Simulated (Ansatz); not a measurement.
**CaO: the functional and the phonons**

CaO in the rock-salt structure, in a typed cell, not relaxed.

```
CELL_PARAMETERS angstrom
0.00000 2.42000 2.42000
2.42000 0.00000 2.42000
2.42000 2.42000 0.00000
ATOMIC_POSITIONS crystal
Ca 0.00000 0.00000 0.00000
O 0.50000 0.50000 0.50000
```

DFT in Ansatz; PBE; all-electron PAW datasets (no frozen core) at 380 eV; k mesh 6×6×6; fixed occupations; no spin. Phonons (linear response) are harmonic and in cm⁻¹; i marks an unstable mode. Zone-centre lists hold the optical modes without the non-analytic term.

Caveats: coarse k mesh.

At 14.17 Å³ an atom it gives top Γ mode (cm⁻¹) 251; lowest mode at X = [0.5, 0, 0.5] (cm⁻¹) 197; top mode at X = [0.5, 0, 0.5] (cm⁻¹) 381.

Problem. Repeat with r2SCAN in the same cell, on the same kind of potentials and mesh (r2SCAN by finite displacements). What changes?

Solution. 
```tsv
functional	cutoff (eV)	volume (Å³/atom)	top Γ mode (cm⁻¹)	lowest mode at X = [0.5, 0, 0.5] (cm⁻¹)	top mode at X = [0.5, 0, 0.5] (cm⁻¹)
r2SCAN in the same cell	380	14.17	263	201	392
```
